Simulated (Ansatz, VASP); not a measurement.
**Two plane-wave programs on MgB2**

INCAR

```
PREC     = Accurate       # precision mode
ENCUT    = 520            # plane-wave cutoff, eV
EDIFF    = 1E-7           # SCF threshold, eV
ISMEAR   = 0              # smearing method
SIGMA    = 0.1            # smearing width, eV
LREAL    = F              # projectors in reciprocal space
LASPH    = T              # aspherical terms in the spheres
NELM     = 80             # most SCF steps
ALGO     = Normal         # electronic algorithm
ISIF     = 2              # what is computed and relaxed
LWAVE    = F              # write WAVECAR
LCHARG   = T              # write CHGCAR
GGA      = PE             # functional
LELF     = T              # ELF
LVHAR    = T            
NBANDS   = 11             # bands
```

File KPOINTS:

```
Automatic mesh
0
Gamma
  15 15 12
```

File POSCAR:

```
MgB2
1.0
    2.9021527137      0.0000000000      0.0000000000
   -1.4510763569      2.5133379758      0.0000000000
    0.0000000000      0.0000000000      3.5255717900
Mg B
1 2
Direct
    0.0000000000      0.0000000000      0.0000000000
    0.3333333333      0.6666666667      0.5000000000
    0.6666666667      0.3333333333      0.5000000000
```

Input for Ansatz:

```yaml
crystal:
  lattice:
    - [2.9021527137, 0.0, 0.0]
    - [-1.4510763569, 2.5133379758, 0.0]
    - [0.0, 0.0, 3.52557179]
  atoms:
    - { symbol: Mg, position: [0.0, 0.0, 0.0] }
    - { symbol: B, position: [0.3333333333, 0.6666666667, 0.5] }
    - { symbol: B, position: [0.6666666667, 0.3333333333, 0.5] }
basis:
  ecutwfc: 420
kpoints:
  mp_grid: { grid: [15, 15, 12] }
hamiltonian:
  xc: pbe
scf:
  occupations: { method: gaussian, width: 0.1 }
output:
  forces: true
  stress: true
  eigenvalues: true
  populations: true
```

Alike in both runs: task single point; functional PBE; k mesh 15 × 15 × 12; occupations gaussian, width 0.1 eV; no spin polarisation.

```csv
,VASP,Ansatz
version,VASP 6.6.1,Ansatz 0.2.0
potentials or method,"VASP PAW PBE potentials, release 64 (Mg, B)","scalar-relativistic, plane waves, PAW"
plane-wave cutoff (eV),520,420
valence electrons in the cell,8,16
```

```tsv
	VASP	Ansatz	Ansatz less VASP
gap on the k mesh at the Fermi level (eV)	none	none	-
pressure (GPa)	24.8	25.0	+0.17
largest component of the traceless stress (GPa)	21.22	21.02	-0.199
```

A gap of «none» marks a metal or a gap that the smearing closes. With one functional, cell and mesh, what is left measures potentials, basis and numerics. The two sets of potentials don't hold the same shells in valence.

Caveats: so large a pressure means that the cell lies far from this level's equilibrium, or that cutoff or potentials fall short (VASP).
